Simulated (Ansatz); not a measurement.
The system is TePt.

```
Pt Te
1.0
     3.55919    0.00000    0.00000
     0.00000    3.55919    0.00000
     0.00000    0.00000    3.55919
Pt Te
1 1
Direct
  0.00000 0.00000 0.00000
  0.50000 0.50000 0.50000
```

Measurements of this composition are mostly on another form, of space group No. 166.

| Item | Value |
| --- | --- |
| Program | Ansatz 0.2.0 |
| Task | relaxation of cell and atoms |
| Functional | PBEsol0 |
| Potentials or basis | Ansatz PAW |
| Cutoff | 420 eV (not typed: the program's choice for these potentials) |
| k mesh | 4 × 4 × 4 |
| Occupations | fermi-dirac, width 0.05 eV |
| Spin | no spin polarisation |

At the start: volume 22.54 Å³/atom.

Q: How do energy, volume and symmetry change on relaxing?

A: It ends after 5 steps and the volume is 19.33 Å³/atom (-14.3 %); space group Pm-3m (No. 221, to 0.05 Å).

Step by step:
| step | energy change (eV) | largest force (eV/Å) | volume (Å³) |
| --- | --- | --- | --- |
| 1 | 0.0000 | 0.0000 | 45.09 |
| 2 | -0.3941 | 0.0000 | 38.81 |
| 3 | -0.3944 | 0.0000 | 38.60 |
| 4 | -0.3944 | 0.0000 | 38.66 |
| 5 | -0.3922 | 0.0000 | 38.66 |

Final structure:
```cif
data_structure
_symmetry_space_group_name_H-M 'P 1'
_symmetry_Int_Tables_number 1
_cell_length_a 3.3813
_cell_length_b 3.3813
_cell_length_c 3.3813
_cell_angle_alpha 90.000
_cell_angle_beta 90.000
_cell_angle_gamma 90.000
_cell_volume 38.66
loop_
_atom_site_label
_atom_site_type_symbol
_atom_site_fract_x
_atom_site_fract_y
_atom_site_fract_z
_atom_site_occupancy
Pt1 Pt 0.00000 0.00000 0.00000 1
Te1 Te 0.50000 0.50000 0.50000 1
```

Caveat: the k mesh is coarse (spacing up to 0.44 Å⁻¹), so the values aren't converged, least of all with exact exchange; the plane-wave basis is chosen anew once the cell has moved, so the energies of steps on either side of that aren't comparable; the PAW data sets come from PBE, with cores solved anew for the run's functional, which leaves a small shift of forces and pressure.
